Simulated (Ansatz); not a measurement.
# Structure types of Fe compared at 19 GPa

Structure types of Fe are relaxed in primitive cells with their symmetry kept at 19 GPa, on PAW files; LAPW relaxes the small cells further and takes the PAW cell for the others (marked *). The enthalpy is E + pV at zero temperature, without zero-point motion. Only the types listed were tried, and differences under about 5 meV/atom are mesh noise. Not among the end structures: fcc, which may lie lower.

Computed with Ansatz 0.2.0; functional PBE, scalar-relativistic. Settings: Fermi–Dirac smearing of 0.05 eV, spin-polarised from start moments Fe 2.5 μB. Methods: LAPW: all electrons, basis error target 0.5 meV/atom; PAW: frozen-core files, cutoff 420 eV.

k meshes: bcc 19×19×19, hcp 18×18×10, beta tin 18×18×18, dhcp 15×15×4, diamond 14×14×14.

The magnetic state is the one reached from the start moments; other orders weren't searched.

Q: Order the types by LAPW enthalpy, lowest first.
A. beta tin
B. diamond
C. dhcp
D. bcc
E. hcp

A: E (0 meV/atom), D (34 meV/atom), C (58 meV/atom), A (683 meV/atom), B (1651 meV/atom).

```csv
start type,ends as,"a, b, c (Å)",V (Å³/atom),"H − H(lowest), LAPW (meV/atom)","same, PAW",moment (μB/atom)
bcc,"bcc, Im-3m","2.755, 2.755, 2.755",10.45,33.5,39.3,2.01
hcp,"hcp, P6_3/mmc","2.412, 2.412, 3.821",9.63,0.0,0.0,0.00
beta tin,"beta tin, I4_1/amd","4.368, 4.368, 2.353",11.22,682.7,690.9,2.00
dhcp*,"dhcp, P6_3/mmc","2.402, 2.402, 7.747",9.68,58.0,58.2,0.21
diamond,"diamond, Fd-3m","4.716, 4.716, 4.716",13.11,1650.6,1648.1,0.00
```

Q: Split the lead of hcp over bcc into energy and pV.

A: For bcc less hcp: ΔE = -64.3 meV/atom, and p·ΔV = 19 GPa × +0.8250 Å³ × 6.242 meV/(GPa·Å³) = +97.8 meV/atom, together 33.5 meV/atom. hcp wins by its smaller volume, against the internal energy.
